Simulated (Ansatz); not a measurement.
Trial structure of MnF2, not yet relaxed:

```cif
data_structure
_symmetry_space_group_name_H-M 'P4mm'
_symmetry_Int_Tables_number 99
_cell_length_a 2.8486
_cell_length_b 2.8486
_cell_length_c 4.6202
_cell_angle_alpha 90.000
_cell_angle_beta 90.000
_cell_angle_gamma 90.000
_cell_volume 37.49
loop_
_atom_site_label
_atom_site_type_symbol
_atom_site_symmetry_multiplicity
_atom_site_Wyckoff_symbol
_atom_site_fract_x
_atom_site_fract_y
_atom_site_fract_z
_atom_site_occupancy
Mn1 Mn 1 a 0.00000 0.00000 0.14756 1
F1 F 1 b 0.50000 0.50000 0.00646 1
F2 F 1 a 0.00000 0.00000 0.75983 1
```

These are results of DFT PBE, scalar-relativistic, plane waves, PAW (Ansatz 0.2.0), not measurements. Cutoff 420 eV; k points 6×6×4 on the computed 3-atom cell (Γ-centred); Gaussian smearing, width 0.10 eV; collinear spin from starting moments 4.0 0.0 0.0 μB.

Energies over the elements count from the elements' standard structures at the same level (F₂ as a molecule), with no fitted energy shifts.

Problem. Estimate its pressure, forces and energy as it stands.

Solution. The pressure is 20.3 GPa (the mean over three directions, positive in compression), the largest force is 3.68 eV/Å, and the energy is −1.26 eV/atom against the elements. The shortest distance is 1.79 Å.

Problem. Is it a good guess?

Solution. A rough one: relaxing gains about 0.92 eV/atom in 14 ionic steps and ends at −2.183 eV/atom on the finer mesh. The symmetry goes from P4mm (No. 99) to P4/mmm (No. 123). The volume per atom grows by 10.4 %, from 12.5 to 13.8 Å³. The shortest distance goes from 1.79 Å (Mn–F) to 1.98 Å (Mn–F). Conventional cell: a = 3.235 Å, c = 3.954 Å. Mn has 2 F at 1.98 Å and 4 F at 2.29 Å; F on its first site has 4 Mn at 2.29 Å; F on its second site has 2 Mn at 1.98 Å.

The last run used collinear spin, a 12×12×10 mesh (in the run's order of axes) for its 3-atom cell and Gaussian smearing of 0.02 eV. No Hubbard U is applied to the 3d shell of Mn. Another magnetic order may lie lower. The relaxation can't lower the symmetry of the start, and the grade says only how near the guess is to its own end. A structure relaxed within its symmetry needn't be a true minimum. Another cell of MnF2 relaxed alike, in Fm-3m, lies 72 meV/atom lower, so this cell isn't the stable form at this level.
